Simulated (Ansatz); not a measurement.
A crystal relaxed with r2SCAN in Ansatz 0.2.0 has space group Pbcn (No. 60) and a = 4.731 Å, b = 5.745 Å, c = 5.238 Å.

```json
{"atom": "Sn", "site": "4c", "x": "0.0000", "y": "0.6651", "z": "0.7500"}
{"atom": "Xx", "site": "8d", "x": "0.7298", "y": "0.8924", "z": "0.5789"}
```

r2SCAN gives an indirect gap of 2.07 eV, from Γ–X (0.76 of the way from Γ) to Γ; the least direct gap is 2.09 eV at Γ. Least and direct gap differ so little that the kind isn't settled. The HSE06 gap is direct at Γ: 3.13 eV. PBE gives an indirect gap of 1.41 eV, from Γ–X (0.80 of the way from Γ) to Γ; the least direct gap is 1.43 eV at Γ. Least and direct gap differ so little that the kind isn't settled. Meshes: r2SCAN 6×6×4, HSE06 4×4×4, PBE 6×6×4. r2SCAN's ε∞ is 4.3, 4.1 and 4.2 along x, y and z.

Q: Which element is Xx?
A. Te
B. O
C. S
D. Se

A: B. Xx is O: a 12-atom cell of SnO2 built on monoclinic HfO2 (relaxed group Pbcn). Sn has 6 O at 2.03–2.11 Å; O has 3 Sn at 2.03–2.11 Å.

(Calculated; spin-unpolarised; the phase may be known or hypothetical.)

No spin-orbit coupling is included; it can move band edges with weight on the heavy atoms by tenths of an eV.

Where an edge lies off the special points, it is a point of the mesh or the k point where a search put PBE's edge or least direct gap, reused for the other functionals, whose own edges may lie a little apart; PBE's own value is read along its path and can be a few hundredths of an eV high.

The meshes of the hybrids are coarse, so their gaps aren't converged to the digits shown.

For a response run the program warns that the ground state's bands aren't all converged, so ε∞ carries an extra error.
